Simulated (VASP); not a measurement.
# PbSe (Fm-3m) in VASP: further runs, part 2 of 2

VASP 6.6.1. The steps go on from the part before.

## Step 3: Single point, LDA

The input, INCAR:

```
PREC     = Accurate       # precision mode
ENCUT    = 520            # plane-wave cutoff, eV
EDIFF    = 1E-7           # SCF threshold, eV
ISMEAR   = -1             # smearing method
SIGMA    = 0.1            # smearing width, eV
LREAL    = F              # projectors in reciprocal space
LASPH    = T              # aspherical terms in the spheres
NELM     = 80             # most SCF steps
ALGO     = Normal         # electronic algorithm
ISIF     = 2              # what is computed and relaxed
LWAVE    = F              # write WAVECAR
LCHARG   = F              # write CHGCAR
GGA      = CA             # functional
NBANDS   = 17             # bands
```

The input, KPOINTS:

```
Automatic mesh
0
Gamma
  10 10 10
```

The input, POSCAR:

```
PbSe
1.0
    0.0000000000      3.0203918573      3.0203918573
    3.0203918573      0.0000000000      3.0203918573
    3.0203918573      3.0203918573      0.0000000000
Pb Se
1 1
Direct
    0.0000000000      0.0000000000      0.0000000000
    0.5000000000      0.5000000000      0.5000000000
```

Potentials or basis: VASP PAW LDA potentials, release 64 (Pb_d, Se).

Run with:

```sh
$ cat potpaw_LDA.64/Pb_d/POTCAR potpaw_LDA.64/Se/POTCAR > POTCAR
$ mpirun -np 1 vasp_std > vasp.out
```

OUTCAR:

```text
PREC = Accurate
   ENCUT = 520
   EDIFF = 1E-7
   ISMEAR = -1
   LREAL = F
   LASPH = T
   NELM = 80
   ISIF = 2
   GGA = CA

 ion  position               nearest neighbor table
   1  0.000  0.000  0.000-   2 3.02   2 3.02   2 3.02   2 3.02   2 3.02   2 3.02
   2  0.500  0.500  0.500-   1 3.02   1 3.02   1 3.02   1 3.02   1 3.02   1 3.02

  LATTYP: Found a face centered cubic cell.
 ALAT       =     6.0407837146

  Lattice vectors:

 A1 = (   0.0000000000,   3.0203918573,   3.0203918573)
 A2 = (   3.0203918573,   0.0000000000,   3.0203918573)
 A3 = (   3.0203918573,   3.0203918573,   0.0000000000)

Analysis of symmetry for initial positions (statically):
=====================================================================
 Subroutine PRICEL returns:
 Original cell was already a primitive cell.

 Routine SETGRP: Setting up the symmetry group for a
 face centered cubic supercell.

 Subroutine GETGRP returns: Found 48 space group operations
 (whereof 48 operations were pure point group operations)
 out of a pool of 48 trial point group operations.

The static configuration has the point symmetry O_h .

Analysis of symmetry for dynamics (positions and initial velocities):
=====================================================================
 Subroutine PRICEL returns:
 Original cell was already a primitive cell.

 Routine SETGRP: Setting up the symmetry group for a
 face centered cubic supercell.

 Subroutine GETGRP returns: Found 48 space group operations
 (whereof 48 operations were pure point group operations)
 out of a pool of 48 trial point group operations.

The dynamic configuration has the point symmetry O_h .

 Subroutine INISYM returns: Found 48 space group operations
 (whereof 48 operations are pure point group operations),
 and found     1 'primitive' translations

----------------------------------------------------------------------------------------

[... 108 lines left out ...]
   EFERMI_NEDOS =   21; number of points for ismear=-14 and -15
   IALGO  =     38    algorithm
   IMIX   =      4    mixing-type and parameters
     AMIX     =   0.40;   BMIX     =  1.00
     AMIX_MAG =   1.60;   BMIX_MAG =  1.00
  volume/ion in A,a.u.               =      27.55       185.95
  Fermi-wavevector in a.u.,A,eV,Ry     =   1.167737  2.206702 18.553022  1.363609
  Thomas-Fermi vector in A             =   2.304233
   LORBIT       =      0    0 simple, 1 ext, 2 COOP (PROOUT), +10 PAW based schemes
   GGA     = CA    functional components
   LHFCALC =     F    Hartree Fock is set to
   AEXX    =    0.0000 exact exchange contribution
   IVDW    =     0    specifies the selected vdW correction
   LEPSILON=     F    determine dielectric tensor
   LRPA    =     F    only Hartree local field effects (RPA)
 non-spin polarized calculation
  energy-cutoff  :      520.00
  volume of cell :       55.11
 maximum number of plane-waves:      1524
   NGX = 15   NGY = 15   NGZ = 15

 number of electron      20.0000005 magnetization

 Free energy of the ion-electron system (eV)
  ---------------------------------------------------
  ext. energy  EPLUGINS =         0.00000000
  ---------------------------------------------------
  free energy    TOTEN  =        -9.45809535 eV

  energy without entropy =       -9.45619674  energy(sigma->0) =       -9.45714604

 E-fermi :   5.4836     XC(G=0): -10.0250

 val. band max:        5.4810720416   @ k =   0.5000   0.0000   0.0000
 cond. band min:       6.0171163318   @ k =  -0.4000   0.1000   0.0000
 fundamental gap:      0.5360442902
 Fermi energy:         5.4836213510

 k-point     1 :       0.0000    0.0000    0.0000
  band No.  band energies     occupation
      1     -11.4378      2.00000
      2     -11.4378      2.00000
      3     -11.4336      2.00000
      4     -11.4336      2.00000
      5     -11.4336      2.00000
      6      -8.5428      2.00000
[... 457 lines left out ...]
      4     -11.3935      2.00000
      5     -11.3907      2.00000
      6      -7.3388      2.00000
[... 9 lines left out ...]
     16      16.1953      0.00000
     17      16.9224      0.00000

 [... further k-points ...]

------------------------ aborting loop because EDIFF is reached ----------------------------------------

  FORCE on cell =-STRESS in cart. coord.  units (eV):
  Direction    XX          YY          ZZ          XY          YZ          ZX
  --------------------------------------------------------------------------------------
  -------------------------------------------------------------------------------------
  Total        0.0415412      0.0415412      0.0415412      0.0000000      0.0000000      0.0000000
  in kB        1.2077294      1.2077294      1.2077294      0.0000000      0.0000000      0.0000000
  external PRESSURE =       1.2077294 kB  Pullay stress =       0.0000000 kB

 VOLUME and BASIS-vectors are now :
 -----------------------------------------------------------------------------
  energy-cutoff  :      520.00
  volume of cell :       55.11
      direct lattice vectors                 reciprocal lattice vectors
     0.000000000  3.020391857  3.020391857    -0.165541434  0.165541434  0.165541434
     3.020391857  0.000000000  3.020391857     0.165541434 -0.165541434  0.165541434
     3.020391857  3.020391857  0.000000000     0.165541434  0.165541434 -0.165541434

 POSITION                                       TOTAL-FORCE (eV/Angst)
 -----------------------------------------------------------------------------------
      0.00000      0.00000      0.00000         0.000000      0.000000      0.000000
      3.02039      3.02039      3.02039        -0.000000     -0.000000     -0.000000
 -----------------------------------------------------------------------------------
    total drift:                                0.000000     -0.000000     -0.000000

  FREE ENERGIE OF THE ION-ELECTRON SYSTEM (eV)
  ---------------------------------------------------
  free  energy   TOTEN  =        -9.4580953497 eV

  energy  without entropy=       -9.4561967379  energy(sigma->0) =       -9.45714604
```

OSZICAR:

```text
N       E                     dE             d eps       ncg     rms          rms(c)
DAV:   1     0.155279250965E+03    0.15528E+03   -0.96052E+03  1598   0.121E+03
DAV:   2     0.178852845210E+01   -0.15349E+03   -0.14822E+03  1704   0.311E+02
DAV:   3    -0.945709848058E+01   -0.11246E+02   -0.11144E+02  2067   0.899E+01
DAV:   4    -0.971442015080E+01   -0.25732E+00   -0.25713E+00  1956   0.149E+01
DAV:   5    -0.972296800446E+01   -0.85479E-02   -0.85475E-02  2272   0.269E+00    0.289E+00
DAV:   6    -0.946949314616E+01    0.25347E+00   -0.61872E-01  2475   0.572E+00    0.170E+00
DAV:   7    -0.945977386712E+01    0.97193E-02   -0.89408E-02  1935   0.148E+00    0.866E-01
DAV:   8    -0.945835431803E+01    0.14195E-02   -0.81063E-03  2044   0.953E-01    0.966E-02
DAV:   9    -0.945809288075E+01    0.26144E-03   -0.17095E-03  2457   0.377E-01    0.424E-02
DAV:  10    -0.945809727321E+01   -0.43925E-05   -0.10596E-04  1832   0.632E-02    0.140E-02
DAV:  11    -0.945809543279E+01    0.18404E-05   -0.16430E-05  2250   0.398E-02    0.674E-03
DAV:  12    -0.945809534671E+01    0.86083E-07   -0.10986E-06  2276   0.125E-02    0.648E-04
DAV:  13    -0.945809534967E+01   -0.29675E-08   -0.66106E-08  1110   0.284E-03
   1 F= -.94580953E+01 E0= -.94571460E+01  d E =-.189861E-02
```

stdout:

```text
POSCAR found type information on POSCAR PbSe
 POSCAR found :  2 types and       2 ions
 scaLAPACK will be used
 LDA part: xc-table for (Slater(with rela. corr.)+CA(PZ))
 , standard interpolation
 POSCAR, INCAR and KPOINTS ok, starting setup
 FFT: planning ... GRIDC
 FFT: planning ... GRID_SOFT
 FFT: planning ... GRID
 WAVECAR not read
 entering main loop
```

Wall time 15 s (1 thread of Intel Xeon Platinum 8488C (Sapphire Rapids), shared host); peak memory 0.18 GiB.

Results:

| Item | Value |
| --- | --- |
| Free energy | -9.4581 eV |
| Pressure | 0.1 GPa |
| Band gap on the k mesh | 0.03 eV |

Caveat: the smearing spreads over this small gap; spin-orbit coupling is left out, which moves the levels of the heavy elements.

## Step 4: Comparison with measurements

Step 2. Measured gap of PbSe: 0.28 eV (direct; 300 K; a printed reference work, monograph). This calculation gives 0.03 eV (-0.25 eV). 2 values of this kind are on record (0.15 to 0.28 eV); this one was drawn at random. Spin-orbit coupling on Pb, Se is left out. The value is that of LDA on a finite k mesh, which can miss the band edges, without temperature or zero-point motion. Semilocal functionals fall short of measured gaps as a rule.

Step 3. Measured gap of PbSe: 0.15 eV (direct; 4.2 K; a printed reference work, monograph). This calculation gives 0.03 eV (-0.12 eV). 2 values of this kind are on record (0.15 to 0.28 eV); this one was drawn at random. Spin-orbit coupling on Pb, Se is left out. The value is that of LDA on a finite k mesh, which can miss the band edges, without temperature or zero-point motion. Semilocal functionals fall short of measured gaps as a rule.

The gap in the log of VASP goes by the Fermi energy; the results here count the filled bands.